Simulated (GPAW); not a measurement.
SnO2:

```
Sn O
1.0
     3.02327    0.00000    0.00000
     0.00000    4.96468    0.00000
     0.00000    0.00000    5.97696
Sn O
1 2
Cartesian
  1.5116 2.4823 0.0000
  0.0000 2.4823 4.6364
  0.0000 2.4823 1.3405
```

The cell was built by a generator and needn't be a form met in nature.

```yaml
Program: GPAW 26.7.0
Task: relaxation of cell and atoms
Functional: RPBE
Dispersion: D3(BJ)+ATM
Potentials_or_basis: the program's PAW data sets (release 1.2.1) made for this functional
Cutoff: 800 eV
Basis: pw
k_mesh: 6 × 4 × 3
Occupations: fermi-dirac, width 0.05 eV
Spin: no spin polarisation
```

At the start: pressure -0.4 GPa; volume 29.90 Å³/atom.

**Question.** How do energy, volume and symmetry change on relaxing?

**Answer.** Over 24 steps the energy falls by 15.9 meV/atom and the volume is 20.72 Å³/atom (-30.7 %); space group Pmmm (No. 47, to 0.05 Å).

The path:
```
step  energy change (eV)  largest force (eV/Å)  pressure (GPa)  volume (Å³)
   1              0.0000                0.0863           -0.38        89.71
   2             -0.0013                0.0648           -0.34        89.62
   3             -0.0039                0.0212           -0.08        89.16
   4             -0.0039                0.0155           -0.06        89.14
   5             -0.0041                0.0243            0.08        88.95
   6             -0.0042                0.0433            0.14        88.81
   7             -0.0046                0.0997            0.32        88.17
   8             -0.0055                0.1729            0.55        86.84
   9             -0.0074                0.2374            0.73        84.53
  10             -0.0114                0.2777            0.80        80.85
  11             -0.0166                0.3144            0.87        77.33
  12             -0.0227                0.3313            0.94        73.98
  13             -0.0215                0.2959            1.02        70.79
  14             -0.0276                0.1592            0.40        72.86
  15             -0.0288                0.0711            0.03        72.82
  16             -0.0291                0.0143           -0.25        72.66
  17             -0.0292                0.0067           -0.29        72.57
  18             -0.0298                0.0339           -0.50        71.82
  19             -0.0310                0.0748           -0.72        70.71
  20             -0.0355                0.1454           -1.19        67.27
  21             -0.0403                0.1599           -1.40        62.40
  22             -0.0445                0.1459           -1.00        62.06
  23             -0.0478                0.0550           -0.11        63.12
  24             -0.0477                0.0064            0.05        62.17
```

Final structure:
```
Sn O
1.0
     2.99076    0.00000    0.00000
     0.00000    3.55518    0.00000
     0.00000    0.00000    5.84716
Sn O
1 2
Cartesian
  1.4954 1.7776 0.0000
  0.0000 1.7776 4.4960
  0.0000 1.7776 1.3512
```

Caveat: the k mesh is coarse; later steps reuse the first step's grids; the volume moved by over 15 % at a fixed basis, so the end points are rough.
